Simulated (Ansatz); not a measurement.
Mg:

```
CELL_PARAMETERS angstrom
-1.83599 1.83599 1.67940
1.83599 -1.83599 1.67940
1.83599 1.83599 -1.67940
ATOMIC_POSITIONS crystal
Mg 0.00000 0.00000 0.00000
```

This isn't the form of Mg at room conditions, which is hcp.

```yaml
Program: Ansatz 0.2.0
Task: relaxation of cell and atoms
Functional: rPW86-PBE
Dispersion: D3(BJ)
Potentials_or_basis: JTH PAW
Cutoff: "900 eV (not typed: the program's choice for these potentials)"
k_mesh: 11 × 11 × 11
Occupations: cold, width 0.01 eV
Spin: collinear spin, ferromagnetic start
Starting_moments: "[0.5] μB"
```

At the start: volume 22.64 Å³/atom.

Task: How do energy, volume and symmetry change on relaxing?

Result: It ends after 10 steps and the volume is 21.33 Å³/atom (-5.8 %); space group Im-3m (No. 229, to 0.05 Å); moment 0.00 μB per cell.

The path:
```tsv
step	energy change (eV)	largest force (eV/Å)	volume (Å³)
1	0.0000	0.0000	22.64
2	-0.0073	0.0000	21.76
3	-0.0088	0.0000	21.42
4	-0.0096	0.0000	21.17
5	-0.0121	0.0000	21.29
6	-0.0122	0.0000	21.31
7	-0.0123	0.0000	21.25
8	-0.0125	0.0000	21.32
9	-0.0126	0.0000	21.33
10	-0.0125	0.0000	21.33
```

Final structure:
```
Mg
1.0
    -1.74937    1.74937    1.74285
     1.74937   -1.74937    1.74285
     1.74937    1.74937   -1.74285
Mg
1
Direct
  0.00000 0.00000 0.00000
```

Caveat: the plane-wave basis is chosen anew once the cell has moved, so the energies of steps on either side of that aren't comparable; the starting moments weren't kept.
